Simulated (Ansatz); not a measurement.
Wanted: the native input for an Ansatz 0.2.0 run.

```
Task                                : band structure
Functional                          : BPBE
Potentials or basis                 : Ansatz PAW
Cutoff                              : 420 eV (not typed: the program's choice for these potentials)
k mesh                              : 8 × 8 × 8
Occupations                         : fermi-dirac, width 0.05 eV
Spin                                : no spin polarisation
Path                                : [["G", "L", "B1"], ["B", "Z", "G", "X"], ["Q", "F", "P1", "Z"], ["L", "P"]]
Points for each segment of the path : 14
```

Bi2Se3 (Paraguanajuatite):

```
CELL_PARAMETERS angstrom
2.07150 1.19598 9.54533
-2.07150 1.19598 9.54533
0.00000 -2.39196 9.54533
ATOMIC_POSITIONS crystal
Bi 0.59920 0.59920 0.59920
Bi 0.40080 0.40080 0.40080
Se 0.78830 0.78830 0.78830
Se 0.21170 0.21170 0.21170
Se 0.00000 0.00000 0.00000
```

These files were run (other wordings do the same):

input.yaml

```yaml
crystal:
  lattice:
    - [2.0715, 1.1959810826, 9.5453333333]
    - [-2.0715, 1.1959810826, 9.5453333333]
    - [0.0, -2.3919621653, 9.5453333333]
  atoms:
    - { symbol: Bi, position: [0.5992, 0.5992, 0.5992] }
    - { symbol: Bi, position: [0.4008, 0.4008, 0.4008] }
    - { symbol: Se, position: [0.7883, 0.7883, 0.7883] }
    - { symbol: Se, position: [0.2117, 0.2117, 0.2117] }
    - { symbol: Se, position: [0.0, 0.0, 0.0] }
hamiltonian:
  xc: { exchange: b88, correlation: pbe }
  pseudopotentials: { kind: paw }
kpoints:
  mp_grid: { grid: [8, 8, 8] }
  band_path:
    path:
      - [[0.0, 0.0, 0.0], [0.5, 0.0, 0.0], [0.5, 0.1771325325, -0.1771325325]]
      - [[0.8228674675, 0.5, 0.1771325325], [0.5, 0.5, 0.5], [0.0, 0.0, 0.0], [0.3385662663, 0.0, -0.3385662663]]
      - [[0.6614337337, 0.3385662663, 0.0], [0.5, 0.5, 0.0], [0.6614337337, 0.6614337337, 0.1771325325], [0.5, 0.5, 0.5]]
      - [[0.5, 0.0, 0.0], [0.8228674675, 0.3385662663, 0.3385662663]]
    npoints: 14
scf:
  occupations: { method: fermi_dirac, width: 0.05 }
  n_extra_bands: 12
output:
  forces: true
  stress: true
  eigenvalues: true
  fatbands: false
  write_density: true
  write_potential: true
  elf: true
  volumetric_format: npy
```

Potentials or basis: Ansatz PAW.

Command:

```console
$ ansatz run input.yaml --threads 2 --pin off --max-ram 5120MiB --backend cpu --events-out ev --progress --plain --runs-dir out
```

Results of the run:

The pressure is 2.4 GPa. The largest force is 0.158 eV/Å, the band gap on the k mesh is 0.21 eV, direct and the band gap along the path is 0.21 eV, direct.

Caveat: spin-orbit coupling is left out, which as a rule narrows the gap of such compounds by several tenths of an eV; the PAW data sets come from PBE, with cores solved anew for the run's functional, which leaves a small shift of forces and pressure.

Run time: 28 s on 2 threads of Arm Neoverse V1, on a shared host, peak memory 0.84 GiB.
